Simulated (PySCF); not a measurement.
Species: C4H10O.
SMILES: `CC(C)(C)O`

Linear response at B3LYP/def2-SVPD (PySCF, frozen core in the response, non-relativistic). Geometry: PBE0-D3(BJ)/def2-SVP; no solvent, vibrations or thermal averaging.

Static isotropic polarisability: 57.25 au (8.48 Å³), principal values 55.2, 57.9, 58.6 au.

(1) What is the polarisability at 1064 nm and at the sodium D line?

(2) What is the isotropic C6 coefficient between two such molecules, C6 = (3/π)∫α(iω)² dω?

(3) Which effective excitation energy ω̄ makes London's formula C6 = (3/4)α²ω̄ exact here?

(4) What n − 1 at the D line would an ideal gas of it have at 273.15 K and 1 atm (2.6868 × 10¹⁹ cm⁻³), by n − 1 = 2π·N·α′?

(5) How many electrons N does the Slater–Kirkwood formula C6 = (3/4)·√N·α^(3/2) need to give this C6?

(6) What molar refraction at the D line follows from R = (4π/3)·N_A·α′, with α′ the polarisability volume?

(7) The lowest 6 singlets have (eV, f): 6.69, 0.024; 7.77, 0.011; 8.07, 0.064; 8.28, 0.005; 8.30, 0.001; 8.51, 0.001. What share of the static polarisability do they carry in the sum over states α = Σ f/ω²?

Answers

(1) 57.64 au at 1064 nm (+0.7 %), 58.55 au at 589.3 nm (+2.3 %). The rise at 589.3 nm is 3.34 times that at 1064 nm; a pure ω² law gives 3.26. The lowest singlet lies at 185 nm, shorter than both wavelengths.

(2) 1468 au (Eh·bohr⁶) by a ten-point quadrature over imaginary frequencies, which is 877 eV·Å⁶ or 84.7 J·nm⁶/mol.

(3) ω̄ = 4·C6/(3α²) = 0.597 Eh = 16.3 eV. A one-pole form α(ω) = α/(1 − ω²/ω̄²) fitted to the 1064 nm value gives 14.2 eV.

(4) 14.65 × 10⁻⁴, a formal value whether or not that pressure can be reached.

(5) N = (4·C6/3)²/α³ = 20.4; the species has 42 electrons in all.

(6) α′ = 8.68 Å³ gives R = 21.89 cm³/mol, for isolated, non-vibrating species.

(7) 1.33 au, 2.3 % of α; the largest term, 0.72 au, is that of the state at 8.07 eV. Their oscillator strengths add up to 0.11. Higher states carry the rest.

The run took about 40 s of CPU time (one thread, shared machine). This is the whole response run at B3LYP/def2-SVPD, SCF included.

Conformer computed: `[CH3:1][C:2]([CH3:3])([CH3:4])[OH:5]`: H–O5–C2–C1 -61°.
